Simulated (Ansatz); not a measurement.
The cell of P is invented: random cell by space group and Wyckoff sites (Pmmm, No. 47). Lengths were set from tabulated atomic sizes, so they are only a guess.

```cif
data_structure
_symmetry_space_group_name_H-M 'P 1'
_symmetry_Int_Tables_number 1
_cell_length_a 2.0396
_cell_length_b 3.0626
_cell_length_c 3.3571
_cell_angle_alpha 90.000
_cell_angle_beta 90.000
_cell_angle_gamma 90.000
_cell_volume 20.97
loop_
_atom_site_label
_atom_site_type_symbol
_atom_site_fract_x
_atom_site_fract_y
_atom_site_fract_z
_atom_site_occupancy
P1 P 0.00000 0.00000 0.00000 1
```

Level of theory: DFT PBE, scalar-relativistic, plane waves, PAW (Ansatz). Cutoff 420 eV, Gaussian smearing, Γ-centred meshes. Cell and atoms relax first on a coarse mesh and then on a finer one. In between, the cell is made exact in the group found at 0.06 Å. In metals the finer mesh still leaves noise of several meV/atom or more. The steps can't lower the symmetry of their start. No spin polarisation.

A guess keeps its type if space group and coordination stay and the shape of the cell changes little (axis ratios within about 15 %, angles within 6°); the volume may change.

Task: Does it keep its structure type, or change into something else?

Result: It doesn't keep its type. The symmetry goes from Pmmm (No. 47) to Pm-3m (No. 221). The end has the simple cubic type. The volume per atom shrinks by 30.3 %, from 21.0 to 14.6 Å³. The shortest distance goes from 2.04 Å (P–P) to 2.44 Å (P–P). Counting neighbours within 15 % of an atom's shortest distance, the start has P 2 and the end P 6. In detail, at the end P has 6 P at 2.44 Å.

```cif
data_structure
_symmetry_space_group_name_H-M 'P 1'
_symmetry_Int_Tables_number 1
_cell_length_a 2.4445
_cell_length_b 2.4445
_cell_length_c 2.4445
_cell_angle_alpha 90.000
_cell_angle_beta 90.000
_cell_angle_gamma 90.000
_cell_volume 14.61
loop_
_atom_site_label
_atom_site_type_symbol
_atom_site_fract_x
_atom_site_fract_y
_atom_site_fract_z
_atom_site_occupancy
P1 P 0.00000 0.00000 0.00000 1
```

Energies count from the standard state of P at the same level. The references include black phosphorus.

Task: At what energy does it end?

Result: +0.09 eV/atom. It lies above the standard state, so it could only be metastable.

The last run used a 22×22×22 mesh for its 1-atom cell and Gaussian smearing of 0.10 eV. The reference form of P is held partly by dispersion forces, which this level lacks. A structure relaxed within its symmetry needn't be a true minimum.
